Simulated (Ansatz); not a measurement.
# ZnCu2SnS4: pressure against volume scale

Results calculated with Ansatz 0.2.0, not measured. Free energy against uniform scaling of the volume at fixed shape and fractions; periodic cell, basis, potentials, k mesh and filling as listed.

The cell before it is scaled or strained (space group I-4, No. 82):
```
ZnCu2SnS4
1.0
     -2.7171     2.7171     5.4248
      2.7171    -2.7171     5.4248
      2.7171     2.7171    -5.4248
Zn Cu Sn S
1 2 1 4
Direct
  0.25000 0.75000 0.50000
  0.00000 0.00000 0.00000
  0.75000 0.25000 0.50000
  0.50000 0.50000 0.00000
  0.37161 0.88441 0.99960
  0.11559 0.11519 0.48720
  0.88481 0.37201 0.00040
  0.62799 0.62839 0.51280
```

Settings of every row: functional PBE; dispersion none; potentials PAW; wave cutoff 510 eV; density cutoff 2040 eV; k mesh 6x6x6; k shift 0x0x0; occupations fixed; smearing width 0 eV; spin none.

Limits: coarse k mesh, up to 40 meV an atom off.

```
row  volume scale  V (Å³/atom)  pressure (GPa)  energy above lowest point (meV/atom)
  1          0.88       17.622           15.68                                 124.3
  2          0.92       18.423           10.06                                  60.4
  3          0.96       19.224             5.6                                  21.7
  4             1       20.025            2.05                                   2.9
  5          1.04       20.826               ?                                     ?
  6          1.08       21.627           -3.02                                   9.7
  7          1.12       22.428           -4.78                                  29.3
```

Question: what pressure should row 5 give?

Worked fit of pressure. Take u = (V_r/V)^(2/3) − 1 with V_r = 19.624 Å³ an atom, which is twice the finite (Eulerian) strain; such expansions in the strain, on which the Birch-Murnaghan equation of state is built, carry the rest volume and the bulk modulus. The shown rows have u = 0.07437, 0.043, 0.01382, -0.01339, -0.06274, -0.08519. Least squares give pressure = 3.723 + 130.3 × u + 385.3 × u² + 326 × u³ GPa; a parabola predicts inner rows, each left out in turn, worse (root mean square 0.05 against 0.0084 GPa). All shown rows lie on it to the printed digit. The pressure vanishes at u = -0.0314, or V = 20.59 Å³ an atom, and there the bulk modulus at fixed shape and fractions is B = −V dP/dV = (2/3)(1 + u) dP/du = 69.1 GPa. Letting shape and atoms relax would as a rule lower it, by much in layered, chain or molecular crystals. The withheld row has u = -0.03886, so the fit gives 3.723 + 130.3 × (-0.03886) + 385.3 × (-0.03886)² + 326 × (-0.03886)³ = -0.78 GPa.

The calculation gave -0.77 GPa. The fit lies 0.01 GPa (1.3 % of the value, 0.049 % of the column's range) below it, one unit of the last digit.

The other values of row 5: energy above lowest point 0 meV/atom.
